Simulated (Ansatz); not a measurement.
## WS₂, space group R3m: a convergence test of the plane-wave cutoff

Computed with Ansatz's Python interface.

Input file `ws2.xyz`:
```text
3
Lattice="1.579 0.91163608 6.16333333 -1.579 0.91163608 6.16333333 0.0 -1.82327215 6.16333333" Properties=species:S:1:pos:R:3 pbc="T T T"
W     0.00000000    0.00000000    0.00000000
S     0.00000000    0.00000000    4.61695300
S     0.00000000    0.00000000    7.74731000
```

The script, `run_ecut.py`:
```python
"""Convergence of WS2 with the plane-wave cutoff."""

import argparse
import warnings

import ansatz as az
import pandas as pd

parser = argparse.ArgumentParser(description="Convergence of WS2 with the plane-wave cutoff.")
parser.add_argument("--functional", required=True, help="exchange-correlation functional")
parser.add_argument("--filling", default="methfessel_paxton", help="how the bands are filled")
parser.add_argument("--width-ev", type=float, required=True, help="smearing width (eV)")
args = parser.parse_args()

warnings.simplefilter("ignore", az.DeckWarning)

ws2 = az.Crystal.from_extxyz("ws2.xyz")

model = (
    ws2.calculation()
    .initial_density(normalization="cell")
    .eigensolver("auto")
    .functional(args.functional)
    .hubbard("W", "d", u=5.9, j=0.9)
    .mixing("broyden", preconditioner="kerker_dos")
    .kpoints(9, center="gamma")
    .occupations(args.filling, width=args.width_ev)
    .forces()
    .stress()
)

rows = []
for value in [250, 350, 450, 550]:
    summary = model.basis(value).run().report
    rows.append((value, summary["free_energy_ev"] / len(summary["lattice"]["sites"]), summary["n_iterations"], sum(summary["stress_gpa"][i][i] for i in range(3)) / 3, max(abs(f) for row in summary["forces_ev_ang"] for f in row), summary["n_pw"]))

table = pd.DataFrame(rows, columns=["cutoff (eV)", "F/atom (eV)", "iterations", "P (GPa)", "max component (eV/A)", "plane waves"])
print(table.round(5).to_string(index=False))

# differences from the last row
for row in rows[:-1]:
    shift = 1000 * (row[1] - rows[-1][1])
    print(f"{row[0]}: {shift:+.2f} meV/atom" + ("  (within 2 meV)" if abs(shift) < 2 else ""))
```

```console
$ python run_ecut.py --functional LDA --width-ev 0.02
 cutoff (eV)  F/atom (eV)  iterations  P (GPa)  max component (eV/A)  plane waves
         250  -3954.90625          10 -2.98506               0.58338          453
         350  -3955.15335          10 -3.30026               0.59094          793
         450  -3955.15629          10 -3.31465               0.59073         1179
         550  -3955.15669          10 -3.31707               0.59076         1529
250: +250.44 meV/atom
350: +3.35 meV/atom
450: +0.40 meV/atom  (within 2 meV)
```

From 450 eV on it stays within 2 meV an atom of the value at 550 eV; the first row (250 eV) is off by 250.4 meV and the last but one by 0.40 meV. The energy falls steadily, as expected when plane waves are added. The pressure moves from -2.99 to -3.32 GPa (the program's stress holds a Pulay correction, so it settles early). The last run costs about 2.2 times the first.

Notes:
- No spin polarisation was allowed.
- U, its shell and the double counting are chosen to explore, and aren't derived for this compound.
- A Hubbard U without spin forces both spins into the same orbitals, which can open a gap or pick a state that a spin-polarised run wouldn't.
- Pressure is positive in compression.
- Spin-orbit coupling, which matters for elements this heavy, is left out.
- The starting cell is as deposited in a crystallographic database; the results hold for this polymorph, which needn't be the stable one.
- Shifts are counted from the last row, which is itself no proven limit.
- The script silences the warnings on its input, which a real study should read.
- Timing: 48 s on 1 thread of Arm Neoverse V1 (shared host), peak memory 0.6 GiB.
